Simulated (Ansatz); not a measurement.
## BP: band gap and smallest direct gap on path against volume per atom

Periodic Kohn-Sham DFT of a crystal at fixed atoms; Kohn-Sham levels at symmetry points; band -1 is the highest filled and +1 the lowest empty one at that point, spin up along a +z start moment. The results are calculated, by Ansatz 0.2.0.

Cell of the first row (space group F-43m, No. 216):
```
cell vectors (Å)
   0.0000     2.2227     2.2227
   2.2227     0.0000     2.2227
   2.2227     2.2227     0.0000
atoms (fractions of the cell vectors)
B   0.00000  0.00000  0.00000
P   0.75000  0.75000  0.75000
```

Settings of every row: method all-electron LAPW; functional LDA; relativity scalar; k mesh 15x15x15; filling fermi-dirac; smearing width 0.05 eV; basis error target 1 meV/atom; nucleus gaussian.

Atom start moment: 0 on all atoms.

Limits: semilocal functionals tend to give too small a gap.

```csv
row,volume per atom (Å³),band gap (eV),smallest direct gap on path (eV)
1,10.981,?,?
2,11.214,1.142,3.444
3,11.448,1.166,3.409
4,11.565,1.177,3.393
5,11.682,1.189,3.378
6,11.798,1.2,3.362
7,11.915,1.211,3.348
8,12.149,1.233,3.32
9,12.383,1.254,3.294
```

Question: what band gap and smallest direct gap on path should row 1 give?

Worked fit of band gap. Take t = volume per atom − 12, in Å³. The shown rows have t = -0.786, -0.552, -0.435, -0.318, -0.202, -0.085, 0.149, 0.383. Least squares give band gap = 1.2191 + 0.09343 × t − 0.00588 × t² eV; a straight line predicts inner rows, each left out in turn, worse (root mean square 0.00061 against 0.00026 eV). All shown rows lie on it to the printed digit. The withheld row has t = -1.019, so the fit gives 1.2191 + 0.09343 × (-1.019) − 0.00588 × (-1.019)² = 1.118 eV.

The calculation gave 1.117 eV. The fit lies 0.001 eV (0.73 % of the column's range) above it, one unit of the last digit. This row lies beyond the range of the fit.

Worked fit of smallest direct gap on path. Take t = volume per atom − 12, in Å³. The shown rows have t = -0.786, -0.552, -0.435, -0.318, -0.202, -0.085, 0.149, 0.383. Least squares give smallest direct gap on path = 3.3373 − 0.12011 × t + 0.01937 × t² eV; a straight line predicts inner rows, each left out in turn, worse (root mean square 0.002 against 0.0005 eV). The rows lie off it by 0.000, -0.001, 0.000, 0.001, 0.000, 0.000, 0.000, 0.000. The withheld row has t = -1.019, so the fit gives 3.3373 − 0.12011 × (-1.019) + 0.01937 × (-1.019)² = 3.480 eV.

The calculation gave 3.481 eV. The fit lies 0.001 eV (0.53 % of the column's range) below it, one unit of the last digit. This row lies beyond the range of the fit.
